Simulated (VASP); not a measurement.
# WC (Cm) in VASP: equation of state

Aim: energy against volume of WC in PBE, for its equilibrium volume and stiffness.

Everything below comes from runs of VASP 6.6.1. Logs are shortened: lines on timing, memory, paths and dates and some standing lists are left out, and cuts for length are marked.

### 1 The crystal as given

Symmetry: Cm, No. 8, monoclinic system. The conventional cell has a = 5.371 Å, b = 3.101 Å, c = 3.101 Å, α = 90.00°, β = 125.26°, γ = 90.00°. Around W (site symmetry m) lie 6 C at 2.09 to 2.30 Å. Around C (site symmetry m) lie 6 W at 2.09 to 2.30 Å.

The cell comes from a database or a generator and needn't be the stable form of this composition.

### 2 Equation of state, PBE, 9.91 Å³/atom (all atoms moved at random, sigma 0.1 Å a component; volume scaled by 0.94)

File INCAR:

```
ALGO     = Normal         # electronic algorithm
EDIFF    = 1E-7           # SCF threshold, eV
ENCUT    = 520            # plane-wave cutoff, eV
GGA      = PE             # functional
ISIF     = 2              # what is computed and relaxed
ISMEAR   = -1             # smearing method
LASPH    = T              # aspherical terms in the spheres
LCHARG   = F              # write CHGCAR
LREAL    = F              # projectors in reciprocal space
LWAVE    = F              # write WAVECAR
NBANDS   = 16             # bands
NELM     = 100            # most SCF steps
PREC     = Accurate       # precision mode
SIGMA    = 0.05           # smearing width, eV
```

File KPOINTS:

```
k-points
0
Gamma
  10 10 10
```

File POSCAR:

```
WC
1.0
    0.0000000000      2.1479227872      2.1479227872
    2.1479227872      0.0000000000      2.1479227872
    2.1479227872      2.1479227872      0.0000000000
W C
1 1
Direct
    0.9988311900      0.9989275300      0.0242331400
    0.5011688100      0.5010724700      0.4757668600
```

Potentials or basis: VASP PAW PBE potentials, release 64 (W_sv, C).

Started as:

```
> cat potpaw_PBE.64/W_sv/POTCAR potpaw_PBE.64/C/POTCAR > POTCAR
> mpirun -np 1 vasp_std > vasp.out
```

OUTCAR:

```text
EDIFF = 1E-7
   ENCUT = 520
   GGA = PE
   ISIF = 2
   ISMEAR = -1
   LASPH = T
   LREAL = F
   NELM = 100
   PREC = Accurate

 Found    504 irreducible k-points:

 Following reciprocal coordinates:
            Coordinates               Weight
  0.000000  0.000000  0.000000      1.000000
  0.100000  0.000000  0.000000      2.000000
  0.000000  0.100000  0.000000      2.000000
  0.000000  0.000000  0.100000      2.000000
  0.100000  0.100000  0.100000      2.000000
  0.200000  0.000000  0.000000      2.000000
   k-points           NKPTS =    504   k-points in BZ     NKDIM =    504   number of bands    NBANDS=     16
   number of dos      NEDOS =    301   number of ions     NIONS =      2
   total plane-waves  NPLWV =  13824
   dimension x,y,z NGX =    24 NGY =   24 NGZ =   24
   dimension x,y,z NGXF=    48 NGYF=   48 NGZF=   48
   ions per type =               1   1
   NGX,Y,Z   is equivalent  to a cutoff of  13.13, 13.13, 13.13 a.u.
   NGXF,Y,Z  is equivalent  to a cutoff of  26.27, 26.27, 26.27 a.u.
 SYSTEM =  unknown system
   PREC   = accura    normal or accurate (medium, high low for compatibility)
   ISTART =      0    job   : 0-new  1-cont  2-samecut
   ICHARG =      2    charge: 1-file 2-atom 10-const
   ISPIN  =      1    spin polarized calculation?
   LNONCOLLINEAR =      F non collinear calculations
   LSORBIT =      F    spin-orbit coupling
   LASPH  =      T    aspherical Exc in radial PAW
   ENCUT  =  520.0 eV  38.22 Ry    6.18 a.u.   5.65  5.65  5.65*2*pi/ulx,y,z
   NELM   =    100;   NELMIN=  2; NELMDL= -5     # of ELM steps
   EDIFF  = 0.1E-06   stopping-criterion for ELM
   LREAL  =      F    real-space projection
   EDIFFG = 0.1E-05   stopping-criterion for IOM
   NSW    =      0    number of steps for IOM
   IBRION =     -1    ionic relax: 0-MD 1-quasi-New 2-CG
   NFREE  =      0    steps in history (QN), initial steepest desc. (CG)
   ISIF   =      2    stress and relaxation
   ISYM   =      2    0-nonsym 1-usesym 2-fastsym
   POTIM  = 0.5000    time-step for ionic-motion
   TEBEG  =    0.0;   TEEND  =   0.0 temperature during run
   PSTRESS=    0.0 pullay stress
   NELECT =      18.0000    total number of electrons
   NUPDOWN=      -1.0000    fix difference up-down
   EMIN   =  10.00;   EMAX   =-10.00  energy-range for DOS
   EFERMI =   0.00;   METHOD = LEGACY
   ISMEAR =    -1;   SIGMA  =   0.05  broadening in eV -4-tet -1-fermi 0-gaus
   EFERMI_NEDOS =   21; number of points for ismear=-14 and -15
   IALGO  =     38    algorithm
   IMIX   =      4    mixing-type and parameters
     AMIX     =   0.40;   BMIX     =  1.00
     AMIX_MAG =   1.60;   BMIX_MAG =  1.00
  volume/ion in A,a.u.               =       9.91        66.87
  Fermi-wavevector in a.u.,A,eV,Ry     =   1.585393  2.995959 34.197859  2.513472
  Thomas-Fermi vector in A             =   2.684865
   LORBIT       =      0    0 simple, 1 ext, 2 COOP (PROOUT), +10 PAW based schemes
   GGA     = PE    functional components
   LHFCALC =     F    Hartree Fock is set to
   AEXX    =    0.0000 exact exchange contribution
   IVDW    =     0    specifies the selected vdW correction
   LEPSILON=     F    determine dielectric tensor
   LRPA    =     F    only Hartree local field effects (RPA)
 non-spin polarized calculation
  energy-cutoff  :      520.00
  volume of cell :       19.82
 maximum number of plane-waves:       548
   NGX = 11   NGY = 11   NGZ = 11

 number of electron      17.9999999 magnetization

 Free energy of the ion-electron system (eV)
  ---------------------------------------------------
  ext. energy  EPLUGINS =         0.00000000
  ---------------------------------------------------
  free energy    TOTEN  =       -21.38118924 eV

  energy without entropy =      -21.37528674  energy(sigma->0) =      -21.37823799

 E-fermi :  13.3668     XC(G=0): -14.0532

 val. band max:       13.3654496436   @ k =   0.1000   0.2000   0.3000
 cond. band min:      13.3960956129   @ k =  -0.3000   0.3000   0.5000
 fundamental gap:      0.0306459693
 Fermi energy:        13.3668063689

 k-point     1 :       0.0000    0.0000    0.0000
  band No.  band energies     occupation
      1     -62.0002      2.00000
      2     -26.0037      2.00000
      3     -25.9973      2.00000
      4     -25.9912      2.00000
      5      -2.9759      2.00000
      6       9.8522      2.00000
[... 8 lines left out ...]
     15      22.9047      0.00000
     16      37.4503      0.00000

 k-point     2 :       0.1000    0.0000    0.0000
  band No.  band energies     occupation
      1     -61.9955      2.00000
      2     -26.0755      2.00000
      3     -26.0050      2.00000
      4     -26.0027      2.00000
      5      -2.6714      2.00000
      6       8.8909      2.00000
[... 8 lines left out ...]
     15      23.6145      0.00000
     16      34.9559      0.00000

 k-point     3 :       0.0000    0.1000    0.0000
  band No.  band energies     occupation
      1     -61.9955      2.00000
      2     -26.0755      2.00000
      3     -26.0050      2.00000
      4     -26.0027      2.00000
      5      -2.6714      2.00000
      6       8.8909      2.00000
[... 8 lines left out ...]
     15      23.6145      0.00000
     16      34.9559      0.00000

 k-point     4 :       0.0000    0.0000    0.1000
  band No.  band energies     occupation
      1     -61.9955      2.00000
      2     -26.0695      2.00000
      3     -26.0115      2.00000
      4     -26.0013      2.00000
      5      -2.6741      2.00000
      6       9.0076      2.00000
[... 8 lines left out ...]
     15      23.6184      0.00000
     16      34.8655      0.00000

 k-point     5 :       0.1000    0.1000    0.1000
  band No.  band energies     occupation
      1     -61.9955      2.00000
      2     -26.0706      2.00000
      3     -26.0116      2.00000
      4     -26.0004      2.00000
      5      -2.6736      2.00000
      6       8.9769      2.00000
[... 8 lines left out ...]
     15      23.6176      0.00000
     16      34.8811      0.00000

 k-point     6 :       0.2000    0.0000    0.0000
  band No.  band energies     occupation
      1     -61.9829      2.00000
      2     -26.2676      2.00000
      3     -26.0255      2.00000
      4     -26.0237      2.00000
      5      -1.8169      2.00000
      6       7.3542      2.00000
[... 8 lines left out ...]
     15      25.2736      0.00000
     16      31.8133      0.00000

 [... further k-points ...]
[... 5 lines left out ...]
  --------------------------------------------------------------------------------------
  -------------------------------------------------------------------------------------
  Total        3.8604006      3.8534986      3.0300590     -0.0864961      0.0092977      0.0093226
  in kB      312.0735504    311.5155985    244.9490014     -6.9923161      0.7516206      0.7536342
  external PRESSURE =     289.5127168 kB  Pullay stress =       0.0000000 kB

 VOLUME and BASIS-vectors are now :
 -----------------------------------------------------------------------------
  energy-cutoff  :      520.00
  volume of cell :       19.82
      direct lattice vectors                 reciprocal lattice vectors
     0.000000000  2.147922787  2.147922787    -0.232783042  0.232783042  0.232783042
     2.147922787  0.000000000  2.147922787     0.232783042 -0.232783042  0.232783042
     2.147922787  2.147922787  0.000000000     0.232783042  0.232783042 -0.232783042

 POSITION                                       TOTAL-FORCE (eV/Angst)
 -----------------------------------------------------------------------------------
      2.19767      2.19746      4.29103        -1.016778     -1.012087      0.102190
      2.09818      2.09838      2.15274         1.016778      1.012087     -0.102190
 -----------------------------------------------------------------------------------
    total drift:                               -0.000004     -0.000004     -0.000007

  FREE ENERGIE OF THE ION-ELECTRON SYSTEM (eV)
  ---------------------------------------------------
  free  energy   TOTEN  =       -21.3811892427 eV

  energy  without entropy=      -21.3752867368  energy(sigma->0) =      -21.37823799
```

Run time: 43 s. Hardware: 1 thread of Intel Xeon 6975P-C (Granite Rapids), shared host; peak memory 0.27 GiB.

Results:

| Quantity | Value |
| --- | --- |
| Free energy | -21.3812 eV |
| Pressure | 29.0 GPa |
| Largest force | 1.438 eV/Å |
| Band gap on the k mesh | none (metal or under the smearing width) |

Caveat: forces of over 1 eV/Å show positions far from the minimum, so gaps and moduli don't describe the material at rest.

### 3 Equation of state, PBE, 10.12 Å³/atom (all atoms moved at random, sigma 0.1 Å a component; volume scaled by 0.96)

File INCAR:

```
SYSTEM = WC
ALGO     = Normal         ! electronic algorithm
EDIFF    = 1E-7           ! SCF threshold, eV
ENCUT    = 520            ! plane-wave cutoff, eV
GGA      = PE             ! functional
ISIF     = 2              ! what is computed and relaxed
ISMEAR   = -1             ! smearing method
LASPH    = .TRUE.         ! aspherical terms in the spheres
LCHARG   = .FALSE.        ! write CHGCAR
LREAL    = .FALSE.        ! projectors in reciprocal space
LWAVE    = .FALSE.        ! write WAVECAR
NBANDS   = 16             ! bands
NELM     = 80             ! most SCF steps
PREC     = Accurate       ! precision mode
SIGMA    = 0.05           ! smearing width, eV
```

File KPOINTS:

```
k-points
0
G
  10 10 10
  0 0 0
```

File POSCAR:

```
WC
1.0
    0.0000000000      2.1630495024      2.1630495024
    2.1630495024      0.0000000000      2.1630495024
    2.1630495024      2.1630495024      0.0000000000
W C
1 1
Direct
    0.9988311900      0.9989275300      0.0242331400
    0.5011688100      0.5010724700      0.4757668600
```

Potentials or basis: VASP PAW PBE potentials, release 64 (W_sv, C).

Started as:

```
> cat potpaw_PBE.64/W_sv/POTCAR potpaw_PBE.64/C/POTCAR > POTCAR
> mpirun -np 1 vasp_std > vasp.out
```

Run time: 44 s. Hardware: 1 thread of Intel Xeon 6975P-C (Granite Rapids), shared host; peak memory 0.27 GiB.

The run converged. Its results:

| Item | Value |
| --- | --- |
| Free energy | -21.4447 eV |
| Pressure | 19.3 GPa |
| Largest force | 1.291 eV/Å |
| Band gap on the k mesh | none (metal or under the smearing width) |

Caveat: forces of over 1 eV/Å show positions far from the minimum, so gaps and moduli don't describe the material at rest.

### 4 Equation of state, PBE, 10.33 Å³/atom (all atoms moved at random, sigma 0.1 Å a component; volume scaled by 0.98)

File INCAR:

```
PREC = Accurate
ENCUT = 520
EDIFF = 1E-7
ISMEAR = -1
SIGMA = 0.05
LREAL = False
LASPH = True
NELM = 60
ALGO = Normal
ISIF = 2
LWAVE = False
LCHARG = False
GGA = PE
NBANDS = 16
```

File KPOINTS:

```
regular mesh
0
Gamma
  10 10 10
```

File POSCAR:

```
WC
1.0
    0.0000000000      2.1779675566      2.1779675566
    2.1779675566      0.0000000000      2.1779675566
    2.1779675566      2.1779675566      0.0000000000
W C
1 1
Direct
    0.9988311900      0.9989275300      0.0242331400
    0.5011688100      0.5010724700      0.4757668600
```

Started as:

```
> cat potpaw_PBE.64/W_sv/POTCAR potpaw_PBE.64/C/POTCAR > POTCAR
> mpirun -np 1 vasp_std > vasp.out
```

Run time: 43 s. Hardware: 1 thread of Intel Xeon 6975P-C (Granite Rapids), shared host; peak memory 0.27 GiB.

The run converged. Its results:

```
Free energy            : -21.4840 eV
Pressure               : 10.6 GPa
Largest force          : 1.152 eV/Å
Band gap on the k mesh : none (metal or under the smearing width)
```

Caveat: forces of over 1 eV/Å show positions far from the minimum, so gaps and moduli don't describe the material at rest.

### 5 Equation of state, PBE, 10.75 Å³/atom (all atoms moved at random, sigma 0.1 Å a component; volume scaled by 1.02)

File INCAR:

```
SYSTEM = WC
ALGO = Normal
EDIFF = 1E-7
ENCUT = 520
GGA = PE
ISIF = 2
ISMEAR = -1
LASPH = .TRUE.
LCHARG = .FALSE.
LREAL = .FALSE.
LWAVE = .FALSE.
NBANDS = 16
NELM = 100
PREC = Accurate
SIGMA = 0.05
```

File KPOINTS:

```
k-points
0
G
  10 10 10
  0 0 0
```

File POSCAR:

```
WC
1.0
    0.0000000000      2.2072055093      2.2072055093
    2.2072055093      0.0000000000      2.2072055093
    2.2072055093      2.2072055093      0.0000000000
W C
1 1
Direct
    0.9988311900      0.9989275300      0.0242331400
    0.5011688100      0.5010724700      0.4757668600
```

Started as:

```
> cat potpaw_PBE.64/W_sv/POTCAR potpaw_PBE.64/C/POTCAR > POTCAR
> mpirun -np 1 vasp_std > vasp.out
```

It took 47 s on 1 thread of Intel Xeon 6975P-C (Granite Rapids), shared host; peak memory 0.28 GiB.

Results (log left out):

```
Free energy            : -21.4994 eV
Pressure               : -4.3 GPa
Largest force          : 0.900 eV/Å
Band gap on the k mesh : none (metal or under the smearing width)
```

### 6 Equation of state, PBE, 10.96 Å³/atom (all atoms moved at random, sigma 0.1 Å a component; volume scaled by 1.04)

File INCAR:

```
SYSTEM = WC
ALGO = Normal ; EDIFF = 1E-7
ENCUT = 520 ; GGA = PE
ISIF = 2 ; ISMEAR = -1
LASPH = .True. ; LCHARG = .False.
LREAL = .False. ; LWAVE = .False.
NBANDS = 16 ; NELM = 100
PREC = Accurate ; SIGMA = 0.05
```

File KPOINTS:

```
k-points
0
Gamma
  10 10 10
  0 0 0
```

File POSCAR:

```
WC
1.0
    0.0000000000      2.2215384142      2.2215384142
    2.2215384142      0.0000000000      2.2215384142
    2.2215384142      2.2215384142      0.0000000000
W C
1 1
Direct
    0.9988311900      0.9989275300      0.0242331400
    0.5011688100      0.5010724700      0.4757668600
```

Potentials or basis: VASP PAW PBE potentials, release 64 (W_sv, C).

Started as:

```
> cat potpaw_PBE.64/W_sv/POTCAR potpaw_PBE.64/C/POTCAR > POTCAR
> mpirun -np 1 vasp_std > vasp.out
```

Run time: 44 s. Hardware: 1 thread of Intel Xeon 6975P-C (Granite Rapids), shared host; peak memory 0.28 GiB.

The run converged. Its results:

```
Free energy            : -21.4798 eV
Pressure               : -10.7 GPa
Largest force          : 0.785 eV/Å
Band gap on the k mesh : none (metal or under the smearing width)
```

### 7 Equation of state, PBE, 11.17 Å³/atom (all atoms moved at random, sigma 0.1 Å a component; volume scaled by 1.06)

File INCAR:

```
PREC = Accurate
ENCUT = 520
EDIFF = 1E-7
ISMEAR = -1
SIGMA = 0.05
LREAL = False
LASPH = True
NELM = 60
ALGO = Normal
ISIF = 2
LWAVE = False
LCHARG = False
GGA = PE
NBANDS = 16
```

File KPOINTS:

```
Automatic mesh
0
Gamma
  10 10 10
```

File POSCAR:

```
WC
1.0
    0.0000000000      2.2356887219      2.2356887219
    2.2356887219      0.0000000000      2.2356887219
    2.2356887219      2.2356887219      0.0000000000
W C
1 1
Direct
    0.9988311900      0.9989275300      0.0242331400
    0.5011688100      0.5010724700      0.4757668600
```

Started as:

```
> cat potpaw_PBE.64/W_sv/POTCAR potpaw_PBE.64/C/POTCAR > POTCAR
> mpirun -np 1 vasp_std > vasp.out
```

Run time: 43 s. Hardware: 1 thread of Intel Xeon 6975P-C (Granite Rapids), shared host; peak memory 0.29 GiB.

The run converged. Its results:

| Item | Value |
| --- | --- |
| Free energy | -21.4443 eV |
| Pressure | -16.4 GPa |
| Largest force | 0.677 eV/Å |
| Band gap on the k mesh | none (metal or under the smearing width) |

### 8 Equation of state, PBE

No new run: the results of the series are fitted here.

What came out:

| Property | Result |
| --- | --- |
| Equilibrium volume | 10.62 Å³/atom |
| Bulk modulus at fixed shape and positions | 359 GPa |
| Pressure derivative of the bulk modulus | 4.3 |

Energy against volume, from the lowest point:
| volume (Å³/atom) | energy (meV/atom) |
| --- | --- |
| 9.910 | 60.15 |
| 10.120 | 28.41 |
| 10.331 | 8.77 |
| 10.542 | 0.00 |
| 10.753 | 1.03 |
| 10.964 | 10.84 |
| 11.175 | 28.59 |

Caveat: the cell was scaled at fixed shape and fractional positions, which overstates the stiffness of a crystal with free parameters, most of all of layers and chains.
